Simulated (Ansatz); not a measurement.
ZnS: H interstitial

Method: Ansatz, DFT PBE, scalar-relativistic, plane waves, PAW. Run with 420 eV cutoff, 2×2×2 k-mesh, shifted by half a step, Gaussian smearing of 0.01 eV, collinear spin in charge 0 alone.

Host crystal, relaxed:

```yaml
crystal:
  lattice:
    - [3.84407, 0.00000, 0.00000]
    - [-1.92203, 3.32906, 0.00000]
    - [0.00000, 0.00000, 6.30464]
  atoms:
    - { symbol: Zn, position: [0.33333, 0.66667, 0.00027] }
    - { symbol: Zn, position: [0.66667, 0.33333, 0.50027] }
    - { symbol: S, position: [0.33333, 0.66667, 0.37473] }
    - { symbol: S, position: [0.66667, 0.33333, 0.87473] }
```

Supercell of 36 atoms, rows in host cell vectors: -2 -1 1; 1 -1 1; 1 2 1. Atoms relax at the host's cell from a start displaced at random by 0.06 Å near the defect, so other minima may exist. The cell is small, so energies carry finite-size errors of tenths of an eV. The host's Kohn–Sham gap is 2.08 eV. Atoms are taken from and returned to the elements' standard states. Charged cells are corrected for image charges with the computed static dielectric tensor (mean 9.2) and aligned with the host's potential at far atoms (alignment terms reach 0.11 eV). No band-filling term is added, and the Fermi level counts from the host's valence band top.

Defect: H interstitial at (0.000, 0.000, 0.179) of the host cell.

(1) What is the formation energy of the neutral defect?

(2) Does the neutral defect carry a moment, and how do its surroundings relax?

(3) Charges +1, 0, -1 were computed. Which is stable where in the gap?

Answers

(1) 2.30 eV.

(2) It changes the cell's moment by 1.00 μB. The nearest neighbours before are 3 Zn at 2.49 Å, 3 S at 2.54 Å, 3 S at 2.93 Å; after relaxation the atoms near the site are 1 Zn at 1.89 Å; the largest move is 0.52 Å.

(3) Among the charges computed the stable one is +1 at the valence band top, changing to -1 at 1.59 eV. Other sites of the defect weren't tried. Levels between neighbouring charges: (+1/0) 2.17 eV, (0/-1) 1.02 eV.